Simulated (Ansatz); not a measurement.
## Ag: frozen-core PAW against all-electron methods

```yaml
crystal:
  lattice:
    - [0.00000, 2.04310, 2.04310]
    - [2.04310, 0.00000, 2.04310]
    - [2.04310, 2.04310, 0.00000]
  atoms:
    - { symbol: Ag, position: [0.00000, 0.00000, 0.00000] }
```

The conventional cell has a = 4.086 Å, b = 4.086 Å, c = 4.086 Å, α = 90.00°, β = 90.00°, γ = 90.00°. Ag (atom 1) is surrounded by 12 Ag at 2.89 Å.

The cell is COD entry 9008459, as deposited and not checked against the literature; nothing was relaxed.

Levels of theory: DFT, LDA, PAW with Ansatz's default frozen-core files, scalar-relativistic (Ansatz 0.2.0); DFT, LDA, all-electron LAPW, scalar-relativistic (Ansatz 0.2.0).

For PAW: a Γ-centred 15×15×15 k mesh, Fermi–Dirac smearing of 0.05 eV, cutoff 420 eV, no spin polarisation; the PAW files were made with PBE, and the program remakes their frozen cores for this functional. LAPW targets a basis error of 1 meV/atom. The Ansatz runs share mesh, smearing and spin set-up. Plane-wave (PAW) pressures include the program's estimate of the Pulay term.

Stress and pressure are positive in compression.

Levels count from the Fermi level.

```tsv
quantity	PAW	LAPW
pressure (GPa)	-7.45	-7.45
highest filled level at L (eV)	-0.571	-0.574
lowest empty level at L (eV)	3.412	3.415
highest filled level at X (eV)	-2.804	-2.803
lowest empty level at X (eV)	1.403	1.398
highest filled level at W (eV)	-2.803	-2.802
lowest empty level at W (eV)	5.782	5.779
```
